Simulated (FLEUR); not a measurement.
The system is Co, a slab with vacuum.

```
CELL_PARAMETERS angstrom
2.53950 0.00000 0.00000
-1.26975 2.19927 0.00000
0.00000 0.00000 25.36748
ATOMIC_POSITIONS crystal
Co 0.66667 0.33333 0.29565
Co 0.33333 0.66667 0.37739
Co 0.00000 0.00000 0.45913
Co 0.66667 0.33333 0.54087
Co 0.33333 0.66667 0.62261
Co 0.00000 0.00000 0.70435
```

The slab is cut from a database's or a generator's crystal, which needn't be the stable form of the element.

Base run:

```yaml
Program: FLEUR MaX-R8.1 (later development tree)
Functional: PBE
Potentials_or_basis: all-electron
Basis: FLAPW
Kmax: 4.52 1/bohr
k_mesh: 8 × 8 × 1
Occupations: fermi-dirac, width 0.05 eV
Spin: collinear spin, ferromagnetic start, spin-orbit coupling
Starting_moments: "[2.0, 2.0, 2.0, 2.0, 2.0, 2.0] μB"
```

Its results: band gap on the k mesh none (metal or under the smearing width); net moment 10.31 μB per cell; site moments Co +1.87, +1.78, +1.76 μB.

Question: The run is repeated on the same cell with these changes: k mesh from 8 × 8 × 1 to 12 × 12 × 1; spin from collinear spin, ferromagnetic start, spin-orbit coupling to collinear spin, ferromagnetic start. What comes out?

Answer: Band gap on the k mesh none (metal or under the smearing width); net moment 10.44 μB per cell; site moments Co +1.86, +1.81, +1.79 μB.

Several settings changed at once, so the effect can't be laid on one alone.

Caveats: the cell was measured hot, at 1300 K; spin-orbit coupling is added in second variation on a limited number of bands (some runs).
